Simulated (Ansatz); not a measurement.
## All-electron card of BN

```
CELL_PARAMETERS angstrom
0.00000 1.80750 1.80750
1.80750 0.00000 1.80750
1.80750 1.80750 0.00000
ATOMIC_POSITIONS crystal
B 0.00000 0.00000 0.00000
N 0.75000 0.75000 0.75000
```

Atoms are numbered in the order listed.

The geometry is COD entry 9008834, unchecked; take it as a test cell.

Methods: DFT, LDA, all-electron LAPW, scalar-relativistic (Ansatz 0.2.0); DFT, LDA, PAW with Ansatz's default frozen-core files, scalar-relativistic (Ansatz 0.2.0).

For LAPW: a Γ-centred 11×11×11 k mesh, Fermi–Dirac smearing of 0.02 eV, basis error target 0.5 meV/atom, no spin polarisation. PAW takes a cutoff of 420 eV at this cell (files made with PBE, cores remade for this functional). The Ansatz runs share mesh, smearing and spin set-up. Values come from LAPW unless marked.

```json
{"Pressure at this cell": "-10.85 GPa", "Band gap": "4.35 eV, indirect from Γ to X (-0.5, -0.5, 0)", "Smallest direct gap on the path": "8.69 eV", "Löwdin charges (with 0.03 e of the cell spilling out of the atomic basis, so their sizes and signs hang on that basis)": "B1 0.33, N2 -0.30 e", "Bader charges (from the PAW run)": "B1 +2.13, N2 -2.13 e", "Volume per atom": "5.91 Å³"}
```
